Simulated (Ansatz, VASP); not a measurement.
## Two plane-wave programs on PtSe2 (Sudovikovite)

Contents of POSCAR:

```
PtSe2
1.0
    3.7177548361      0.0000000000      0.0000000000
   -1.8588774181      3.2196701331      0.0000000000
    0.0000000000      0.0000000000      5.8155467718
Pt Se
1 2
Direct
    0.0000000000      0.0000000000      0.0000000000
    0.3333333333      0.6666666667      0.2254163897
    0.6666666667      0.3333333333      0.7745836103
```

The input INCAR.step1:

```
PREC = Accurate
ENCUT = 600
ISMEAR = 0
SIGMA = 0.02
LREAL = False
LASPH = True
NELM = 100
GGA = PE
ALGO = Normal
EDIFF = 1E-4
LWAVE = True
LCHARG = False
```

Contents of INCAR.step2:

```
PREC = Accurate
ENCUT = 600
EDIFF = 1E-6
ISMEAR = 0
SIGMA = 0.02
LREAL = False
LASPH = True
NELM = 100
ALGO = Normal
ISIF = 3
LWAVE = False
LCHARG = False
METAGGA = R2SCAN
LMIXTAU = True
IBRION = 2
NSW = 100
EDIFFG = -0.005
ISTART = 1
```

Contents of KPOINTS:

```
regular mesh
0
Gamma
  12 12 6
```

Input for Ansatz:

```yaml
crystal:
  lattice:
    - [3.7177548348, 0.0, 0.0]
    - [-1.8588774174, 3.219670132, 0.0]
    - [0.0, 0.0, 5.8155467378]
  atoms:
    - { symbol: Pt, position: [0.0, 0.0, 0.0] }
    - { symbol: Se, position: [0.3333333333, 0.6666666667, 0.2254163915] }
    - { symbol: Se, position: [0.6666666667, 0.3333333333, 0.7745836085] }
basis:
  ecutwfc: 500
kpoints:
  mp_grid: { grid: [12, 12, 6] }
hamiltonian:
  xc: r2scan
scf:
  occupations: { method: gaussian, width: 0.02 }
output:
  forces: true
  stress: true
  eigenvalues: true
  write_density: true
  write_potential: true
  elf: true
  volumetric_format: npy
relax:
  adjacent_minimum: "off"
  f_tol: 0.005
  max_steps: 80
  cell: { stress_tol: 0.05 }
```

Alike in both runs: task relaxation of cell and atoms; functional r2SCAN; k mesh 12 × 12 × 6; occupations gaussian, width 0.02 eV; no spin polarisation.

|  | VASP | Ansatz |
| --- | --- | --- |
| version | VASP 6.6.1 | Ansatz 0.2.0 |
| potentials or method | VASP PAW PBE potentials, release 64 (Pt, Se) | scalar-relativistic, plane waves, PAW |
| plane-wave cutoff (eV) | 600 | 500 |
| valence electrons in the cell | 22 | 50 |

Ansatz gave:

| Property | Result |
| --- | --- |
| gap on the k mesh at the Fermi level, each at its own relaxed structure (eV) | 0.58 |
| relaxed volume (Å³/atom) | 23.20 |
| relaxed cell length with the largest relative difference (Å) | 3.718 |

Q: Estimate VASP's values.

A: gap on the k mesh at the Fermi level, each at its own relaxed structure (eV): 0.56; relaxed volume (Å³/atom): 23.22; relaxed cell length with the largest relative difference (Å): 3.719.

The two sets of potentials don't hold the same shells in valence.

Caveats: the PAW data sets were made with another functional, which shifts forces and pressure a little (VASP); spin-orbit coupling is left out, which moves the levels of the heavy elements. r2SCAN opens gaps a little over a GGA but as a rule still falls short of measured ones. A k mesh can miss the band edges.
